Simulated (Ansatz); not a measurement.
# LiF: band gap under strain

Aim: follow the gap of LiF in the rocksalt structure through these states: +5.0 % strain along z alone; +0.5 % strain along x alone; +2.0 % biaxial strain in x and y, free along z. The table at the end shows which levels were run.

The runs shown are made with Ansatz 0.2.0. PAW datasets, plane waves. (Simulation; spin polarisation is off.)

## Step 1: The cell

The unstrained cell was relaxed with r2SCAN; in each strained cell the atoms were relaxed again with r2SCAN. Names of k-points are those of the unstrained zone, where strain can split equivalent points. First state: +5.0 % strain along z alone.

It is tetragonal, I4/mmm (No. 139); conventional cell a = 2.821 Å, c = 4.189 Å, 8.34 Å³ an atom. Near Li stand 6 F at 1.99–2.09 Å; near F stand 6 Li at 1.99–2.09 Å.

Coordinates:

```cif
data_structure
_symmetry_space_group_name_H-M 'P 1'
_symmetry_Int_Tables_number 1
_cell_length_a 2.8926
_cell_length_b 2.8926
_cell_length_c 2.8212
_cell_angle_alpha 60.813
_cell_angle_beta 60.813
_cell_angle_gamma 58.374
_cell_volume 16.67
loop_
_atom_site_label
_atom_site_type_symbol
_atom_site_fract_x
_atom_site_fract_y
_atom_site_fract_z
_atom_site_occupancy
Li1 Li 0.00000 0.00000 0.00000 1
F1 F 0.50000 0.50000 0.50000 1
```

From earlier runs on the unstrained cell: PBE 9.35 eV, r2SCAN 10.33 eV, HSE06 11.67 eV, G0W0 13.59 eV (on its mesh); a = 3.990 Å.

## Step 2: +5.0 % strain along z alone: PBE

Input file input.yaml:

```yaml
crystal:
  lattice:
    - [0.0, 1.9948717406, 2.0946153276]
    - [1.9948717406, 0.0, 2.0946153276]
    - [1.9948717406, 1.9948717406, 0.0]
  atoms:
    - { symbol: Li, position: [0.0, 0.0, 0.0] }
    - { symbol: F, position: [0.5, 0.5, 0.5] }
kpoints:
  mp_grid: { grid: [10, 10, 10] }
  band_path:
    path:
      - [0.0, 0.0, 0.0]
      - [0.5, 0.0, 0.5]
      - [0.625, 0.25, 0.625]
      - [0.375, 0.375, 0.75]
      - [0.5, 0.5, 0.5]
      - [0.5, 0.25, 0.75]
    npoints: 1
hamiltonian:
  xc: pbe
scf:
  occupations: { method: fermi_dirac, width: 0.02 }
  n_extra_bands: 4
output:
  forces: true
  stress: true
  eigenvalues: true
  write_density: true
  write_potential: true
  elf: true
  volumetric_format: npy
```

On the command line:

```bash
$ ansatz run input.yaml --threads 4 --pin off --max-ram 4608MiB --backend cpu --events-out ev --progress --plain --runs-dir out
```

After this run come: +5.0 % strain along z alone: r2SCAN; +5.0 % strain along z alone: HSE06; +5.0 % strain along z alone: G0W0@PBE; +0.5 % strain along x alone: PBE; +0.5 % strain along x alone: r2SCAN; +0.5 % strain along x alone: HSE06; +0.5 % strain along x alone: G0W0@PBE; +2.0 % biaxial strain in x and y, free along z: PBE; +2.0 % biaxial strain in x and y, free along z: r2SCAN; +2.0 % biaxial strain in x and y, free along z: HSE06; +2.0 % biaxial strain in x and y, free along z: G0W0@PBE.

Before running it: what results should come out?

As calculated:

Least gap in eV (negative: overlap), with the change from the unstrained cell in brackets. G0W0 is on its own coarse mesh.

```
                                         state  volume change (%)           PBE         r2SCAN          HSE06           G0W0
                   +5.0 % strain along z alone               +5.0  8.84 (-0.51)   9.80 (-0.53)  11.13 (-0.54)  13.00 (-0.59)
                   +0.5 % strain along x alone               +0.5  9.29 (-0.06)  10.27 (-0.06)  11.62 (-0.05)  13.52 (-0.07)
+2.0 % biaxial strain in x and y, free along z               +2.7  9.07 (-0.28)  10.04 (-0.29)  11.38 (-0.29)  13.27 (-0.32)
```

What this shows: With HSE06, of the states in the table +5.0 % strain along z alone shifts the gap most, by -0.545 eV. PBE and HSE06 differ by 2.33 eV on the unstrained gap, and by at most 0.04 eV on its change: PBE follows the response to strain far better than the gap itself. The G0W0 figures hold for the stated bands, cutoff and mesh and aren't extrapolated.
